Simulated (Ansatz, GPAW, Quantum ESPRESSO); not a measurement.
FeO: programs and potentials compared

```
Fe O
1.0
     0.00000    2.15540    2.15540
     2.15540    0.00000    2.15540
     2.15540    2.15540    0.00000
Fe O
1 1
Direct
  0.00000 0.00000 0.00000
  0.50000 0.50000 0.50000
```

Alike in all runs: task band structure; functional PBE; k mesh 11 × 11 × 11; occupations fermi-dirac, width 0.05 eV; collinear spin, ferromagnetic start; no spin-orbit coupling. The measured crystal is an antiferromagnetic insulator; the state found here is the runs' own. Pressure is positive in compression and, in plane waves, holds the error of the finite cutoff, which Ansatz's Pulay term estimates and takes out.

```tsv
program and potentials	plane-wave cutoff (eV)	notes	pressure (GPa)	net moment per atom (μB)
Quantum ESPRESSO, SSSP 1.3 efficiency PBE	871	11 valence electrons an atom on average	-1.22	2.00
Quantum ESPRESSO, JTH 2.0 PBE	735	11 valence electrons an atom on average	0.06	2.00
Quantum ESPRESSO, PseudoDojo 0.5 SR PBE standard	1225	11 valence electrons an atom on average	-0.95	2.00
Quantum ESPRESSO, PseudoDojo 0.5 SR PBE stringent	1605	11 valence electrons an atom on average	-0.92	2.00
Quantum ESPRESSO, Ansatz NC SR PBE	1238	11 valence electrons an atom on average	-0.67	2.00
Quantum ESPRESSO, SPMS 1.0 PBE	1197	11 valence electrons an atom on average	-0.43	2.00
Quantum ESPRESSO, GBRV 1.5 PBE	762	11 valence electrons an atom on average	-0.09	2.00
Ansatz, all-electron LAPW, scalar-relativistic	-	-	-0.28	2.00
Ansatz, Ansatz PAW (files of its older set among them)	950	11 valence electrons an atom on average	-0.24	2.00
GPAW, GPAW PAW data sets (gpaw-data 1.2.1)	800	7 valence electrons an atom on average	0.82	2.00
```

The pressure spans -1.22 (Quantum ESPRESSO, SSSP 1.3 efficiency PBE) to 0.82 GPa (GPAW, GPAW PAW data sets (gpaw-data 1.2.1)), with all-electron results at -0.28. All agree on the net moment per atom. The state is the one that the start led to, which needn't be the lowest.

The functional is the same throughout but for its coding, so the spread measures potentials, basis and numerics; runs on potential files found faulty are left out.
